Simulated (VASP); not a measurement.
# Ga (Cmcm) in VASP: further runs, part 2 of 2

VASP 6.6.1. The steps go on from the part before.

### Step 4. Single point, PBE

Input file INCAR:

```
SYSTEM = Ga
ALGO = Fast
EDIFF = 1E-7
ENCUT = 520
GGA = PE
ISIF = 2
ISMEAR = -1
LASPH = .True.
LCHARG = .False.
LREAL = .False.
LWAVE = .False.
NBANDS = 20
NELM = 100
PREC = Accurate
SIGMA = 0.08
```

Input file KPOINTS:

```
k-points
0
Gamma
  12 12 10
  0 0 0
```

Input file POSCAR:

```
Ga
1.0
    1.4500000000     -4.0650000000      0.0000000000
    1.4500000000      4.0650000000      0.0000000000
    0.0000000000      0.0000000000      3.1700000000
Ga
2
Direct
    0.8670000000      0.1330000000      0.2500000000
    0.1330000000      0.8670000000      0.7500000000
```

Potentials or basis: VASP PAW PBE potentials, release 64 (Ga_d).

On the command line:

```
> cat potpaw_PBE.64/Ga_d/POTCAR > POTCAR
> mpirun -np 1 vasp_std > vasp.out
```

OUTCAR:

```text
SYSTEM = Ga
   EDIFF = 1E-7
   ENCUT = 520
   GGA = PE
   ISIF = 2
   ISMEAR = -1
   LASPH = .True.
   LREAL = .False.
   NELM = 100
   PREC = Accurate

 ion  position               nearest neighbor table
   1  0.867  0.133  0.250-   2 2.68   2 2.68   2 2.87   2 2.87   2 2.87   2 2.87
   2  0.133  0.867  0.750-   1 2.68   1 2.68   1 2.87   1 2.87   1 2.87   1 2.87

  LATTYP: Found a base centered orthorhombic cell.
 ALAT       =     2.9000000000
 B/A-ratio  =     2.8034482759
 C/A-ratio  =     1.0931034483

  Lattice vectors:

 A1 = (   1.4500000000,  -4.0650000000,   0.0000000000)
 A2 = (   1.4500000000,   4.0650000000,   0.0000000000)
 A3 = (   0.0000000000,   0.0000000000,   3.1700000000)

Analysis of symmetry for initial positions (statically):
=====================================================================
 Subroutine PRICEL returns:
 Original cell was already a primitive cell.

 Routine SETGRP: Setting up the symmetry group for a
 base centered orthorhombic supercell.

 Subroutine GETGRP returns: Found  8 space group operations
 (whereof  4 operations were pure point group operations)
 out of a pool of  8 trial point group operations.

The static configuration has the point symmetry C_2h.
 The point group associated with its full space group is D_2h.

Analysis of symmetry for dynamics (positions and initial velocities):
=====================================================================
 Subroutine PRICEL returns:
 Original cell was already a primitive cell.

 Routine SETGRP: Setting up the symmetry group for a
 base centered orthorhombic supercell.

 Subroutine GETGRP returns: Found  8 space group operations
 (whereof  4 operations were pure point group operations)
 out of a pool of  8 trial point group operations.

The dynamic configuration has the point symmetry C_2h.
 The point group associated with its full space group is D_2h.

 Subroutine INISYM returns: Found  8 space group operations
 (whereof  4 operations are pure point group operations),
 and found     1 'primitive' translations

----------------------------------------------------------------------------------------

                                     Primitive cell

  volume of cell :      37.3695

  direct lattice vectors                    reciprocal lattice vectors
     1.450000000 -4.065000000  0.000000000     0.344827586 -0.123001230  0.000000000
     1.450000000  4.065000000  0.000000000     0.344827586  0.123001230  0.000000000
     0.000000000  0.000000000  3.170000000     0.000000000  0.000000000  0.315457413

  length of vectors
     4.315868974  4.315868974  3.170000000     0.366108409  0.366108409  0.315457413

  position of ions in fractional coordinates (direct lattice)
     0.867000000  0.133000000  0.250000000
     0.133000000  0.867000000  0.750000000

  ion indices of the primitive-cell ions
   primitive index   ion index
                 1           1
                 2           2

----------------------------------------------------------------------------------------

 KPOINTS: k-points

Automatic generation of k-mesh.
 Grid dimensions read from file:
 generate k-points for:   12   12   10

 Generating k-lattice:

  Cartesian coordinates                     Fractional coordinates (reciprocal lattice)
     0.028735632 -0.010250103  0.000000000     0.083333333  0.000000000  0.000000000
     0.028735632  0.010250103  0.000000000     0.000000000  0.083333333  0.000000000
     0.000000000  0.000000000  0.031545741     0.000000000  0.000000000  0.100000000

  Length of vectors
     0.030509034  0.030509034  0.031545741

  Shift w.r.t. Gamma in fractional coordinates (k-lattice)
     0.000000000  0.000000000  0.000000000

 Subroutine IBZKPT returns following result:
 ===========================================

 Found    258 irreducible k-points:

 Following reciprocal coordinates:
            Coordinates               Weight
  0.000000  0.000000  0.000000      1.000000
  0.083333  0.000000  0.000000      4.000000
  0.166667  0.000000  0.000000      4.000000
  0.250000  0.000000  0.000000      4.000000
  0.333333  0.000000  0.000000      4.000000
  0.416667  0.000000  0.000000      4.000000
[... 16 lines left out ...]
  0.500000  0.166667  0.000000      4.000000
 -0.416667  0.166667  0.000000      4.000000
 [... further k-points ...]
   k-points           NKPTS =    258   k-points in BZ     NKDIM =    258   number of bands    NBANDS=     20
   number of dos      NEDOS =    301   number of ions     NIONS =      2
   total plane-waves  NPLWV =  24576
   dimension x,y,z NGX =    32 NGY =   32 NGZ =   24
   dimension x,y,z NGXF=    64 NGYF=   64 NGZF=   48
   ions per type =               2
   NGX,Y,Z   is equivalent  to a cutoff of  12.33, 12.33, 12.59 a.u.
   NGXF,Y,Z  is equivalent  to a cutoff of  24.65, 24.65, 25.17 a.u.
 SYSTEM =  Ga
   PREC   = accura    normal or accurate (medium, high low for compatibility)
   ISTART =      0    job   : 0-new  1-cont  2-samecut
   ICHARG =      2    charge: 1-file 2-atom 10-const
   ISPIN  =      1    spin polarized calculation?
   LNONCOLLINEAR =      F non collinear calculations
   LSORBIT =      F    spin-orbit coupling
   LASPH  =      T    aspherical Exc in radial PAW
   ENCUT  =  520.0 eV  38.22 Ry    6.18 a.u.   8.02  8.02  5.89*2*pi/ulx,y,z
   NELM   =    100;   NELMIN=  2; NELMDL= -5     # of ELM steps
   EDIFF  = 0.1E-06   stopping-criterion for ELM
   LREAL  =      F    real-space projection
   EDIFFG = 0.1E-05   stopping-criterion for IOM
   NSW    =      0    number of steps for IOM
   IBRION =     -1    ionic relax: 0-MD 1-quasi-New 2-CG
   NFREE  =      0    steps in history (QN), initial steepest desc. (CG)
   ISIF   =      2    stress and relaxation
   ISYM   =      2    0-nonsym 1-usesym 2-fastsym
   POTIM  = 0.5000    time-step for ionic-motion
   TEBEG  =    0.0;   TEEND  =   0.0 temperature during run
   PSTRESS=    0.0 pullay stress
   NELECT =      26.0000    total number of electrons
   NUPDOWN=      -1.0000    fix difference up-down
   EMIN   =  10.00;   EMAX   =-10.00  energy-range for DOS
   EFERMI =   0.00;   METHOD = LEGACY
   ISMEAR =    -1;   SIGMA  =   0.08  broadening in eV -4-tet -1-fermi 0-gaus
   EFERMI_NEDOS =   21; number of points for ismear=-14 and -15
   IALGO  =     68    algorithm
   IMIX   =      4    mixing-type and parameters
     AMIX     =   0.40;   BMIX     =  1.00
     AMIX_MAG =   1.60;   BMIX_MAG =  1.00
  volume/ion in A,a.u.               =      18.68       126.09
  Fermi-wavevector in a.u.,A,eV,Ry     =   1.450641  2.741314 28.631555  2.104360
  Thomas-Fermi vector in A             =   2.568230
   LORBIT       =      0    0 simple, 1 ext, 2 COOP (PROOUT), +10 PAW based schemes
   GGA     = PE    functional components
   LHFCALC =     F    Hartree Fock is set to
   AEXX    =    0.0000 exact exchange contribution
   IVDW    =     0    specifies the selected vdW correction
   LEPSILON=     F    determine dielectric tensor
   LRPA    =     F    only Hartree local field effects (RPA)
 non-spin polarized calculation
 RMM-DIIS sequential band-by-band and
  energy-cutoff  :      520.00
  volume of cell :       37.37
 maximum number of plane-waves:      1028
   NGX = 17   NGY = 17   NGZ = 11

 number of electron      26.0000003 magnetization

 Free energy of the ion-electron system (eV)
  ---------------------------------------------------
  ext. energy  EPLUGINS =         0.00000000
  ---------------------------------------------------
  free energy    TOTEN  =        -5.75964748 eV

  energy without entropy =       -5.74266646  energy(sigma->0) =       -5.75115697

 E-fermi :   5.6760     XC(G=0): -11.0190

 val. band max:        5.6577443410   @ k =   0.3333   0.0833   0.5000
 cond. band min:       5.6880650091   @ k =   0.1667   0.0000   0.1000
 fundamental gap:      0.0303206681
 Fermi energy:         5.6760239010

 k-point     1 :       0.0000    0.0000    0.0000
  band No.  band energies     occupation
      1      -9.5460      2.00000
      2      -9.5211      2.00000
      3      -9.4523      2.00000
      4      -9.4374      2.00000
      5      -9.2473      2.00000
      6      -9.2326      2.00000
[... 12 lines left out ...]
     19      16.9196      0.00000
[... 513 lines left out ...]
      4      -9.3611      2.00000
      5      -9.3225      2.00000
      6      -9.2656      2.00000
[... 12 lines left out ...]
     19      16.3634      0.00000
     20      18.3129      0.00000

 [... further k-points ...]

------------------------ aborting loop because EDIFF is reached ----------------------------------------

  FORCE on cell =-STRESS in cart. coord.  units (eV):
  Direction    XX          YY          ZZ          XY          YZ          ZX
  --------------------------------------------------------------------------------------
  -------------------------------------------------------------------------------------
  Total       -0.1568692      0.6991456      0.6535926      0.0000000      0.0000000      0.0000000
  in kB       -6.7255922     29.9750822     28.0220496      0.0000000      0.0000000      0.0000000
  external PRESSURE =      17.0905132 kB  Pullay stress =       0.0000000 kB

 VOLUME and BASIS-vectors are now :
 -----------------------------------------------------------------------------
  energy-cutoff  :      520.00
  volume of cell :       37.37
      direct lattice vectors                 reciprocal lattice vectors
     1.450000000 -4.065000000  0.000000000     0.344827586 -0.123001230  0.000000000
     1.450000000  4.065000000  0.000000000     0.344827586  0.123001230  0.000000000
     0.000000000  0.000000000  3.170000000     0.000000000  0.000000000  0.315457413

 POSITION                                       TOTAL-FORCE (eV/Angst)
 -----------------------------------------------------------------------------------
      1.45000     -2.98371      0.79250         0.000000      0.196913     -0.000000
      1.45000      2.98371      2.37750         0.000000     -0.196913      0.000000
 -----------------------------------------------------------------------------------
    total drift:                                0.000000      0.000000     -0.000000

  FREE ENERGIE OF THE ION-ELECTRON SYSTEM (eV)
  ---------------------------------------------------
  free  energy   TOTEN  =        -5.7596474842 eV

  energy  without entropy=       -5.7426664627  energy(sigma->0) =       -5.75115697
```

OSZICAR:

```text
N       E                     dE             d eps       ncg     rms          rms(c)
DAV:   1     0.129709055055E+03    0.12971E+03   -0.13223E+04 10860   0.246E+03
DAV:   2     0.535242627584E+01   -0.12436E+03   -0.12139E+03 10684   0.381E+02
DAV:   3    -0.564676830602E+01   -0.10999E+02   -0.10939E+02 11668   0.935E+01
DAV:   4    -0.580966838842E+01   -0.16290E+00   -0.16281E+00 11780   0.125E+01
DAV:   5    -0.581250072538E+01   -0.28323E-02   -0.28322E-02 11704   0.162E+00    0.139E+00
RMM:   6    -0.576893347160E+01    0.43567E-01   -0.76496E-02 14023   0.332E+00    0.729E-01
RMM:   7    -0.576049855247E+01    0.84349E-02   -0.25092E-02 14569   0.152E+00    0.193E-01
RMM:   8    -0.575958826837E+01    0.91028E-03   -0.24173E-03 14690   0.560E-01    0.222E-02
RMM:   9    -0.575963804404E+01   -0.49776E-04   -0.50246E-04 16836   0.252E-01    0.128E-02
RMM:  10    -0.575964555033E+01   -0.75063E-05   -0.10022E-04 15877   0.101E-01    0.351E-03
RMM:  11    -0.575964743426E+01   -0.18839E-05   -0.21407E-05 16620   0.422E-02    0.210E-03
RMM:  12    -0.575964730930E+01    0.12497E-06   -0.36478E-06 15384   0.201E-02    0.252E-04
RMM:  13    -0.575964746008E+01   -0.15078E-06   -0.13891E-06 12012   0.959E-03    0.268E-04
RMM:  14    -0.575964748420E+01   -0.24120E-07   -0.12636E-07  7534   0.428E-03
   1 F= -.57596475E+01 E0= -.57511570E+01  d E =-.169810E-01
```

stdout:

```text
POSCAR found type information on POSCAR Ga
 POSCAR found :  1 types and       2 ions
 scaLAPACK will be used
 LDA part: xc-table for (Slater+PW92), standard interpolation
 POSCAR, INCAR and KPOINTS ok, starting setup
 FFT: planning ... GRIDC
 FFT: planning ... GRID_SOFT
 FFT: planning ... GRID
 WAVECAR not read
 entering main loop
WARNING in EDDRMM: call to ZHEGV failed, returncode =   8  4     18
WARNING in EDDRMM: call to ZHEGV failed, returncode =   8  4     17
WARNING in EDDRMM: call to ZHEGV failed, returncode =   6  3     19
WARNING in EDDRMM: call to ZHEGV failed, returncode =   8  4     17
 num prob  num prob  num prob  num prob  num prob  num prob  num prob  num prob  num prob  num prob  num prob  num prob  num prob  num prob  num prob  num prob RMM:  13    -0.575964746008E+01   -0.15078E-06   -0.13891E-06 12012   0.959E-03    0.268E-04
 num prob  num prob  num prob  num prob  num prob  num prob  num prob WARNING in EDDRMM: call to ZHEGV failed, returncode =   6  3     18
 num prob  num prob  num prob  num prob WARNING in EDDRMM: call to ZHEGV failed, returncode =   8  4     18
```

It took 81 s on 1 thread of Intel Xeon 6975P-C (Granite Rapids), shared host; peak memory 0.26 GiB.

Results:

| Property | Result |
| --- | --- |
| Free energy | -5.7596 eV |
| Pressure | 1.7 GPa |
| Largest force | 0.197 eV/Å |
| Band gap on the k mesh | none (metal or under the smearing width) |

Forces in eV/Å, atoms in the order of the input:
```
Ga   0.000  0.197  0.000
Ga   0.000 -0.197  0.000
```

### Step 5. The runs side by side

| level | potentials or basis | further INCAR settings | gap on the mesh (eV) | pressure (GPa) | largest force (eV/Å) |
| --- | --- | --- | --- | --- | --- |
| PBEsol | VASP PAW PBE potentials, release 64 (Ga_d) | ALGO = Fast; EDIFF = 1e-06; NBANDS = 20 | none | -1.9 | 0.19 |
| LDA | VASP PAW LDA potentials, release 64 (Ga_d) | ALGO = Fast; EDIFF = 1e-06; NBANDS = 20 | none | -3.7 | 0.18 |
| PBE | VASP PAW PBE potentials, release 64 (Ga_d) | ALGO = Fast; EDIFF = 1e-07; NBANDS = 20 | none | 1.7 | 0.20 |

Alike in all rows: task single point; no spin polarisation; cell as given; k mesh 12 × 12 × 10; cutoff (eV) 520; smearing fermi-dirac 0.08 eV.

Caveats: the PAW data sets were made with another functional, which shifts forces and pressure a little (some runs).

Absolute energies hang on the potentials; compare differences alone.
